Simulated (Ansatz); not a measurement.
How settings move the G0W0 gap of PbS (zincblende)

PbS in the zincblende structure, relaxed with r2SCAN; one-shot G0W0 in Ansatz without spin-orbit coupling. The calculation is spin-unpolarised, and the structure need not be a phase that has been made.

```yaml
crystal:
  lattice:
    - [0.00000, 3.30098, 3.30098]
    - [3.30098, 0.00000, 3.30098]
    - [3.30098, 3.30098, 0.00000]
  atoms:
    - { symbol: Pb, position: [0.00000, 0.00000, 0.00000] }
    - { symbol: S, position: [0.25000, 0.25000, 0.25000] }
```

Gaps are read over the mesh points alone. G0W0 here is at a finite number of bands, screening cutoff and k mesh, not at the basis limit.

| start | potentials | frequency model | mesh | empty bands | screening cutoff (eV) | Kohn-Sham gap (eV) | G0W0 gap (eV) |
| --- | --- | --- | --- | --- | --- | --- | --- |
| PBE | PAW | contour deformation | 4×4×4 | 163 | 100 | 0.80 | 1.15 |
| PBE | PAW | contour deformation | 4×4×4 | 394 | 180 | 0.80 | 1.30 |
| PBE | PAW | contour deformation | 4×4×4 | 765 | 260 | 0.80 | 1.36 |
| HSE06 | PAW | contour deformation | 4×4×4 | 394 | 180 | 1.29 | 1.55 |
| r2SCAN | PAW | contour deformation | 4×4×4 | 394 | 180 | 0.95 | 1.42 |
| PBE0 | PAW | contour deformation | 4×4×4 | 394 | 180 | 1.94 | 1.74 |
| PBE | PAW | Godby-Needs pole | 4×4×4 | 394 | 180 | 0.80 | 1.20 |
| PBE | PAW | contour deformation | 6×6×6 | 116 | 80 | 0.91 | 1.21 |
| PBE | norm-conserving | contour deformation | 4×4×4 | 394 | 180 | 0.80 | 1.28 |

The quasiparticle gap on this mesh is 1.36 eV (W to X), against 0.80 eV from PBE: +0.56 eV. Renormalisation factors Z lie between 0.66 and 0.78.

Raising bands and cutoff together moves the gap by +0.15 eV (100 to 180 eV), then +0.06 eV (180 to 260 eV); the last step is still large, so the basis limit isn't reached. Starting from HSE06 (1.29 eV against PBE's 0.80 eV) gives 1.55 eV, +0.25 eV from G0W0@PBE at the same screening cutoff. Starting from r2SCAN (0.95 eV against PBE's 0.80 eV) gives 1.42 eV, +0.12 eV from G0W0@PBE at the same screening cutoff. Starting from PBE0 (1.94 eV against PBE's 0.80 eV) gives 1.74 eV, +0.44 eV from G0W0@PBE at the same screening cutoff. The Godby-Needs plasmon pole differs from contour deformation by -0.10 eV. Norm-conserving potentials (wave cutoff 850 eV against 420 eV) shift the quasiparticle gap by -0.02 eV and the PBE gap by 0.00 eV. r2SCAN runs take a wave cutoff of 500 eV.

The program warns that the k mesh is coarse for exact exchange in some of these runs, so their gaps aren't converged.
